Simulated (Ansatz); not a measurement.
Write the native input for Ansatz 0.2.0 that does the following.

| Property | Result |
| --- | --- |
| Task | relaxation of cell and atoms |
| Functional | PBEsol |
| Dispersion | D3(BJ) |
| Potentials or basis | Ansatz PAW |
| Cutoff | 420 eV (not typed: the program's choice for these potentials) |
| k mesh | 9 × 9 × 7 |
| Occupations | fermi-dirac, width 0.05 eV |
| Spin | no spin polarisation |

The system is TiO.

```
CELL_PARAMETERS angstrom
3.00939 0.00000 0.00000
0.00000 3.00939 0.00000
0.00000 0.00000 3.68042
ATOMIC_POSITIONS crystal
Ti 0.00000 0.00000 0.00000
O 0.00000 0.00000 0.50000
```

The cell was built by a generator and needn't be a form met in nature.

One way to write it, as run:

input.yaml

```yaml
crystal:
  lattice:
    - [3.00939, 0.0, 0.0]
    - [0.0, 3.00939, 0.0]
    - [0.0, 0.0, 3.68042]
  atoms:
    - { symbol: Ti, position: [0.0, 0.0, 0.0] }
    - { symbol: O, position: [0.0, 0.0, 0.5] }
hamiltonian:
  xc: pbesol
  pseudopotentials: { kind: paw }
  dispersion: d3bj
kpoints:
  mp_grid: { grid: [9, 9, 7] }
scf:
  occupations: { method: fermi_dirac, width: 0.05 }
output:
  forces: true
  stress: true
  eigenvalues: true
relax:
  f_tol: 0.01
  max_steps: 40
  cell: { stress_tol: 0.05 }
```

Potentials or basis: Ansatz PAW.

Command:

```console
$ ansatz run input.yaml --threads 2 --pin off --max-ram 5632MiB --backend cpu --events-out ev --progress --plain --runs-dir out
```

Results of the run:

```yaml
Relaxed_volume: 15.24 Å³/atom
Relaxed_cell: a = 2.892 Å, b = 2.892 Å, c = 3.644 Å, α = 90.00°, β = 90.00°, γ = 90.00°
Space_group_after_relaxing_to_0.05_Å: P4/mmm (No. 123)
Energy_gained_by_relaxing: 22.7 meV/atom
Ionic_steps: 7
Pressure_after_relaxing: 0.0 GPa
Band_gap_on_the_k_mesh: none (metal or under the smearing width)
```

Caveat: the plane-wave basis is chosen anew once the cell has moved, so the energies of steps on either side of that aren't comparable; the pressure holds a Pulay correction of +0.4 GPa for the finite cutoff; semilocal functionals often make such compounds metallic where correlation or magnetic order opens a gap, which also shifts bond lengths; pairwise dispersion overbinds metals, which lowers pressure and volume; the PAW data sets come from PBE, with cores solved anew for the run's functional, which leaves a small shift of forces and pressure.

Run time: 8.6 s on 2 threads of Intel(R) Xeon(R) Processor @ 2.70GHz, with other jobs on the host, peak memory 0.36 GiB.
